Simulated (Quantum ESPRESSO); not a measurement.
Runs of Quantum ESPRESSO 7.5 on NaCl. Symmetry: Fm-3m, No. 225, cubic system. The conventional cell has a = 5.588 Å, b = 5.588 Å, c = 5.588 Å, α = 90.00°, β = 90.00°, γ = 90.00°. Cl (site symmetry m-3m) has 6 Na at 2.79 Å as nearest neighbours. Around Na (site symmetry m-3m) lie 6 Cl at 2.79 Å. The cell is a database's computed one.

```tsv
cell	gap on the mesh (eV)	pressure (GPa)
relaxed to 20 GPa	6.60	20.0
relaxed to 0.3 kbar	(a)	0.0
relaxed to 2 GPa	5.22	2.0
relaxed to 10 GPa	5.94	10.0
relaxed to 30 GPa	6.63	30.0
relaxed to 5 GPa	(b)	5.0
```

Alike in all rows: task relaxation of cell and atoms; level LDA; potentials or basis SSSP 1.3 efficiency PBE; no spin polarisation; k mesh 8 × 8 × 8; cutoff (eV) 857; smearing fermi-dirac 0.05 eV.

**Question.** Fill in the values left out.

**Answer.** (a) 4.98; (b) 5.52.

Caveats: the potentials were made for another functional, which shifts forces and pressure.

A k mesh can miss the band edges.
